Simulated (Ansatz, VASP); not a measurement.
## CdS: VASP beside Ansatz

```xyz
2
Lattice="-0.0294 2.9282 2.9282 2.9282 -0.0294 2.9282 2.9282 2.9282 -0.0294" Properties=species:S:1:pos:R:3 pbc="T T T"
Cd    0.0000    0.0000    0.0000
S     4.3703    4.3703    4.3703
```

Change from the starting cell: equal xy, yz and zx shear strains of -1 %.

Alike in both runs: task single point; functional PBE; k mesh 7 × 7 × 7; occupations fermi-dirac, width 0.02 eV; no spin polarisation.

|  | VASP | Ansatz |
| --- | --- | --- |
| version | VASP 6.6.1 | Ansatz 0.2.0 |
| potentials or method | VASP PAW PBE potentials, release 64 (Cd, S), cutoff 520 eV | all-electron LAPW, scalar-relativistic |

VASP gave:

```
gap on the k mesh at the Fermi level (eV)       : 1.06
pressure (GPa)                                  : 1.5
largest component of the traceless stress (GPa) : 0.52
rms of the force components (eV/Å)              : 0.066
```

**Question.** What did Ansatz give for the same quantities?

**Answer.** gap on the k mesh at the Fermi level (eV): 1.06; pressure (GPa): 1.2; largest component of the traceless stress (GPa): 0.51; rms of the force components (eV/Å): 0.063.

Atom by atom the forces differ by 0.002 eV/Å (rms over components). Ansatz ran all-electron here, so the differences hold the error of VASP's frozen core and of both bases.
